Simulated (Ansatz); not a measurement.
# C: F interstitial

The calculation used DFT PBE+D3(BJ), scalar-relativistic, plane waves, PAW in Ansatz 0.2.0. Run with 420 eV cutoff, 3×3×2 k-mesh, shifted by half a step, Gaussian smearing of 0.01 eV, collinear spin.

Host crystal, relaxed:

```
C
1.0
     2.13468   -1.23246   -0.01079
     2.13468    1.23246   -0.01079
    -1.40161    0.00000    3.38107
C
2
Direct
  0.83337 0.83337 0.00011
  0.16663 0.16663 0.99989
```

Supercell of 18 atoms, rows in host cell vectors: -2 1 -1; 1 -2 -1; -1 -1 1. Atoms relax at the host's cell, keeping the symmetry that the supercell leaves at the site. The cell is small, so energies carry finite-size errors of tenths of an eV. The host is a metal. Atoms are taken from and returned to the elements' standard states.

The starting moments weren't kept.

Defect: F interstitial at (0.250, 0.417, 0.562) of the host cell.

Task: What is the formation energy of the neutral defect?

Result: 1.00 eV.

Task: Does the neutral defect carry a moment, and how do its surroundings relax?

Result: It changes the cell's moment by 0.56 μB. The nearest neighbours before are 1 C at 1.90 Å, 1 C at 1.91 Å, 1 C at 1.97 Å, 1 C at 2.00 Å, 1 C at 2.12 Å, 1 C at 2.15 Å, 1 C at 2.21 Å; after relaxation the atoms near the site are 1 C at 1.48 Å; the largest move is 0.37 Å.